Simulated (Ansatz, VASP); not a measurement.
Mo: VASP beside Ansatz

```
Mo
1.0
     4.66879    0.00000    0.00000
    -2.33440    4.04329    0.00000
     0.00000    0.00000    2.54883
Mo
3
Direct
  0.00000 0.00000 0.00000
  0.33333 0.66667 0.50000
  0.66667 0.33333 0.50000
```

Alike in both runs: functional PBE; k mesh 6 × 6 × 6; occupations gaussian, width 0.1 eV; no spin polarisation.

Ansatz relaxed the structure, and its values are those at the end. VASP's run is a single point on that final structure, the one shown.

|  | VASP | Ansatz |
| --- | --- | --- |
| version | VASP 6.6.1 | Ansatz 0.2.0 |
| potentials or method | VASP PAW PBE potentials, release 64 (Mo_sv) | scalar-relativistic, plane waves, PAW |
| plane-wave cutoff (eV) | 520 | 420 |
| valence electrons in the cell | 42 | 42 |

VASP gave:

```
gap on the k mesh at the Fermi level (eV) : none
pressure (GPa)                            : 0.5
```

**Question.** Which values does Ansatz return?

**Answer.** gap on the k mesh at the Fermi level (eV): none; pressure (GPa): 0.0.

A gap of «none» marks a metal or a gap that the smearing closes. With one functional, cell and mesh, what is left measures potentials, basis and numerics.

Caveats: the k mesh is coarse (spacing up to 0.41 Å⁻¹), so the values aren't converged.
